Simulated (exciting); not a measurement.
A run of exciting (release sodium):

The input input.xml:

```xml
<input>
  <title>Sb</title>
  <structure speciespath="./" tshift="false">
    <crystal scale="1">
      <basevect>4.070848017669 2.350305198853 7.101590776344</basevect>
      <basevect>-4.070848017669 2.350305198853 7.101590776344</basevect>
      <basevect>0.000000000000 -4.700610397707 7.101590776344</basevect>
    </crystal>
    <species speciesfile="Sb.xml" rmt="2.3">
      <atom coord="0.766510000000 0.766510000000 0.766510000000"/>
      <atom coord="0.233490000000 0.233490000000 0.233490000000"/>
    </species>
  </structure>
  <groundstate do="fromscratch" ngridk="8 8 8" rgkmax="9" gmaxvr="14" lmaxapw="10" lmaxmat="10" lmaxvr="8" xctype="GGA_PBE" stype="Gaussian" swidth="0.00040424" nempty="10" ValenceRelativity="iora*" epsengy="1e-05" epspot="1e-05" maxscl="60" tforce="true" outputlevel="normal"/>
  <properties>
    <chargedensityplot>
      <plot3d>
        <box grid="23 23 23">
          <origin coord="0 0 0"/>
          <point coord="1 0 0"/>
          <point coord="0 1 0"/>
          <point coord="0 0 1"/>
        </box>
      </plot3d>
    </chargedensityplot>
    <elfplot>
      <plot3d>
        <box grid="23 23 23">
          <origin coord="0 0 0"/>
          <point coord="1 0 0"/>
          <point coord="0 1 0"/>
          <point coord="0 0 1"/>
        </box>
      </plot3d>
    </elfplot>
    <exccplot>
      <plot3d>
        <box grid="23 23 23">
          <origin coord="0 0 0"/>
          <point coord="1 0 0"/>
          <point coord="0 1 0"/>
          <point coord="0 0 1"/>
        </box>
      </plot3d>
    </exccplot>
  </properties>
</input>
```

Potentials or basis: all-electron LAPW+lo, shipped species files, valence relativity iora*.

Launch:

```console
$ OMP_NUM_THREADS=1 exciting_smp
```

Hardware: 1 thread of Arm Neoverse V2 (shared host).

Q: How long does it take, and how much memory?

A: Run time: 4.1 min on 1 thread of Arm Neoverse V2, on a shared host, peak memory 0.15 GiB. Counts: scf iterations 13, plane waves 422.
